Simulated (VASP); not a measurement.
Write the native input for VASP 6.6.1 that does the following.

```
Task                   : band structure
Functional             : PW91
Potentials or basis    : VASP PAW PBE potentials, release 64 (Te, Sn_d)
Cutoff                 : 520 eV
k mesh                 : 7 × 7 × 7
Occupations            : fermi-dirac, width 0.05 eV
Spin                   : no spin polarisation
Further INCAR settings : ALGO = Fast; EDIFF = 1e-06
```

The structure of SnTe lies in POSCAR:

```
SnTe
1.0
    0.0000000000      3.1508500000      3.1508500000
    3.1508500000      0.0000000000      3.1508500000
    3.1508500000      3.1508500000      0.0000000000
Te Sn
1 1
Direct
    0.5000000000      0.5000000000      0.5000000000
    0.0000000000      0.0000000000      0.0000000000
```

The input as run:

INCAR

```
SYSTEM = SnTe
PREC = Accurate
ENCUT = 520
EDIFF = 1E-6
ISMEAR = -1
SIGMA = 0.05
LREAL = .FALSE.
LASPH = .TRUE.
NELM = 100
ALGO = Fast
ISIF = 2
LWAVE = .FALSE.
LCHARG = .FALSE.
GGA = 91
```

KPOINTS

```
regular mesh
0
G
  7 7 7
  0 0 0
```

KPOINTS_OPT

```
path GXWKGLUWLK,UX
15
line-mode
reciprocal
 0.0000000000  0.0000000000  0.0000000000  G
 0.5000000000  0.0000000000  0.5000000000  X

 0.5000000000  0.0000000000  0.5000000000  X
 0.5000000000  0.2500000000  0.7500000000  W

 0.5000000000  0.2500000000  0.7500000000  W
 0.3750000000  0.3750000000  0.7500000000  K

 0.3750000000  0.3750000000  0.7500000000  K
 0.0000000000  0.0000000000  0.0000000000  G

 0.0000000000  0.0000000000  0.0000000000  G
 0.5000000000  0.5000000000  0.5000000000  L

 0.5000000000  0.5000000000  0.5000000000  L
 0.6250000000  0.2500000000  0.6250000000  U

 0.6250000000  0.2500000000  0.6250000000  U
 0.5000000000  0.2500000000  0.7500000000  W

 0.5000000000  0.2500000000  0.7500000000  W
 0.5000000000  0.5000000000  0.5000000000  L

 0.5000000000  0.5000000000  0.5000000000  L
 0.3750000000  0.3750000000  0.7500000000  K

 0.6250000000  0.2500000000  0.6250000000  U
 0.5000000000  0.0000000000  0.5000000000  X
```

Potentials or basis: VASP PAW PBE potentials, release 64 (Te, Sn_d).

The run is started by

```console
$ cat potpaw_PBE.64/Te/POTCAR potpaw_PBE.64/Sn_d/POTCAR > POTCAR
$ mpirun -np 1 vasp_std > vasp.out
```

Results of the run:

```
Pressure                : 2.3 GPa
Band gap along the path : 0.07 eV, indirect (least direct gap 0.09 eV)
```

Caveat: this odd mesh misses L, where the gap lies, so gap, dielectric constants and Born charges aren't listed; the PAW data sets were made with another functional, which shifts forces and pressure a little; spin-orbit coupling is left out, which moves the levels of the heavy elements.

It took 73 s on 1 thread of Intel(R) Xeon(R) Platinum 8259CL CPU @ 2.50GHz (Skylake/Cascade Lake), on a shared host, peak memory 0.21 GiB.
